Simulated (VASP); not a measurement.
A run of VASP 6.6.1 is set up as follows.

The input INCAR:

```
SYSTEM = Co
PREC     = Accurate       ! precision mode
ENCUT    = 520            ! plane-wave cutoff, eV
EDIFF    = 1E-7           ! SCF threshold, eV
ISMEAR   = 1              ! smearing method
SIGMA    = 0.1            ! smearing width, eV
LREAL    = .False.        ! projectors in reciprocal space
LASPH    = .True.         ! aspherical terms in the spheres
NELM     = 150            ! most SCF steps
ALGO     = Normal         ! electronic algorithm
ISIF     = 2              ! what is computed and relaxed
LWAVE    = .False.        ! write WAVECAR
LCHARG   = .False.        ! write CHGCAR
ISPIN    = 2              ! spin polarisation
MAGMOM   = 3 3            ! initial moments
LORBIT   = 11             ! projections on sites
LMAXMIX  = 4              ! l up to which the mixer works
GGA      = PS             ! functional
NBANDS   = 20             ! bands
AMIX     = 0.2          
BMIX     = 1E-4         
AMIX_MAG = 0.8          
BMIX_MAG = 1E-4         
ICORELEVEL= 1
```

The input KPOINTS:

```
regular mesh
0
Gamma
  18 18 9
  0 0 0
```

The input POSCAR:

```
Co                                      
1.0
    2.4532748253      0.0000000000      0.0000000000
   -1.2266374126      2.1245983236     -0.0000000000
    0.0000000000      0.0000000000      3.9615225583
  Co            
     2
Direct
     0.3333333300000021    0.6666666699999979    0.2500000000000000
     0.6666666699999979    0.3333333300000021    0.7500000000000000
```

Contents of KPOINTS_OPT:

```
explicit points
96
Reciprocal
 0.0000000000  0.0000000000  0.0000000000 1
 0.0555555556  0.0000000000  0.0000000000 1
 0.1111111111  0.0000000000  0.0000000000 1
 0.1666666667  0.0000000000  0.0000000000 1
 0.2222222222  0.0000000000  0.0000000000 1
 0.2777777778  0.0000000000  0.0000000000 1
 0.3333333333  0.0000000000  0.0000000000 1
 0.3888888889  0.0000000000  0.0000000000 1
 0.4444444444  0.0000000000  0.0000000000 1
 0.5000000000  0.0000000000  0.0000000000 1
 0.5000000000  0.0000000000  0.0000000000 1
 0.4814814815  0.0370370370  0.0000000000 1
 0.4629629630  0.0740740741  0.0000000000 1
 0.4444444444  0.1111111111  0.0000000000 1
 0.4259259259  0.1481481481  0.0000000000 1
 0.4074074074  0.1851851852  0.0000000000 1
 0.3888888889  0.2222222222  0.0000000000 1
 0.3703703703  0.2592592592  0.0000000000 1
 0.3518518518  0.2962962963  0.0000000000 1
 0.3333333333  0.3333333333  0.0000000000 1
 0.3333333333  0.3333333333  0.0000000000 1
 0.2962962963  0.2962962963  0.0000000000 1
 0.2592592592  0.2592592592  0.0000000000 1
 0.2222222222  0.2222222222  0.0000000000 1
 0.1851851852  0.1851851852  0.0000000000 1
 0.1481481481  0.1481481481  0.0000000000 1
 0.1111111111  0.1111111111  0.0000000000 1
 0.0740740741  0.0740740741  0.0000000000 1
 0.0370370370  0.0370370370  0.0000000000 1
 0.0000000000  0.0000000000  0.0000000000 1
 0.0000000000  0.0000000000  0.0000000000 1
 0.0000000000  0.0000000000  0.0555555556 1
 0.0000000000  0.0000000000  0.1111111111 1
 0.0000000000  0.0000000000  0.1666666667 1
 0.0000000000  0.0000000000  0.2222222222 1
 0.0000000000  0.0000000000  0.2777777778 1
 0.0000000000  0.0000000000  0.3333333333 1
 0.0000000000  0.0000000000  0.3888888889 1
 0.0000000000  0.0000000000  0.4444444444 1
 0.0000000000  0.0000000000  0.5000000000 1
 0.0000000000  0.0000000000  0.5000000000 1
 0.0555555556  0.0000000000  0.5000000000 1
 0.1111111111  0.0000000000  0.5000000000 1
 0.1666666667  0.0000000000  0.5000000000 1
 0.2222222222  0.0000000000  0.5000000000 1
 0.2777777778  0.0000000000  0.5000000000 1
 0.3333333333  0.0000000000  0.5000000000 1
 0.3888888889  0.0000000000  0.5000000000 1
 0.4444444444  0.0000000000  0.5000000000 1
 0.5000000000  0.0000000000  0.5000000000 1
 0.5000000000  0.0000000000  0.5000000000 1
 0.4814814815  0.0370370370  0.5000000000 1
 0.4629629630  0.0740740741  0.5000000000 1
 0.4444444444  0.1111111111  0.5000000000 1
 0.4259259259  0.1481481481  0.5000000000 1
 0.4074074074  0.1851851852  0.5000000000 1
 0.3888888889  0.2222222222  0.5000000000 1
 0.3703703703  0.2592592592  0.5000000000 1
 0.3518518518  0.2962962963  0.5000000000 1
 0.3333333333  0.3333333333  0.5000000000 1
 0.3333333333  0.3333333333  0.5000000000 1
 0.2962962963  0.2962962963  0.5000000000 1
 0.2592592592  0.2592592592  0.5000000000 1
 0.2222222222  0.2222222222  0.5000000000 1
 0.1851851852  0.1851851852  0.5000000000 1
 0.1481481481  0.1481481481  0.5000000000 1
 0.1111111111  0.1111111111  0.5000000000 1
 0.0740740741  0.0740740741  0.5000000000 1
 0.0370370370  0.0370370370  0.5000000000 1
 0.0000000000  0.0000000000  0.5000000000 1
 0.5000000000  0.0000000000  0.5000000000 1
 0.5000000000  0.0000000000  0.4444444444 1
 0.5000000000  0.0000000000  0.3888888889 1
 0.5000000000  0.0000000000  0.3333333333 1
 0.5000000000  0.0000000000  0.2777777778 1
 0.5000000000  0.0000000000  0.2222222222 1
 0.5000000000  0.0000000000  0.1666666667 1
 0.5000000000  0.0000000000  0.1111111111 1
 0.5000000000  0.0000000000  0.0555555556 1
 0.5000000000  0.0000000000  0.0000000000 1
 0.3333333333  0.3333333333  0.0000000000 1
 0.3333333333  0.3333333333  0.0555555556 1
 0.3333333333  0.3333333333  0.1111111111 1
 0.3333333333  0.3333333333  0.1666666667 1
 0.3333333333  0.3333333333  0.2222222222 1
 0.3333333333  0.3333333333  0.2777777778 1
 0.3333333333  0.3333333333  0.3333333333 1
 0.3333333333  0.3333333333  0.3888888889 1
 0.3333333333  0.3333333333  0.4444444444 1
 0.3333333333  0.3333333333  0.5000000000 1
 0.0000000000  0.0000000000  0.0000000000 1
 0.0000000000  0.0000000000  0.5000000000 1
 0.3333333333  0.3333333333  0.5000000000 1
 0.3333333333  0.3333333333  0.0000000000 1
 0.5000000000  0.0000000000  0.5000000000 1
 0.5000000000  0.0000000000  0.0000000000 1
```

Potentials or basis: VASP PAW PBE potentials, release 64 (Co).

Launch:

```bash
$ cat potpaw_PBE.64/Co/POTCAR > POTCAR
$ mpirun -np 1 vasp_std > vasp.out
```

(1) Estimate the band gap along the path.

(2) Predict the site moments.

(3) Estimate the pressure.

(4) Estimate the net moment.

## Answers

(1) none (metal or under the smearing width).

(2) Co +1.56 μB.

(3) 0.2 GPa.

(4) 3.11 μB per cell.

Caveat: the PAW data sets were made with another functional, which shifts forces and pressure a little.
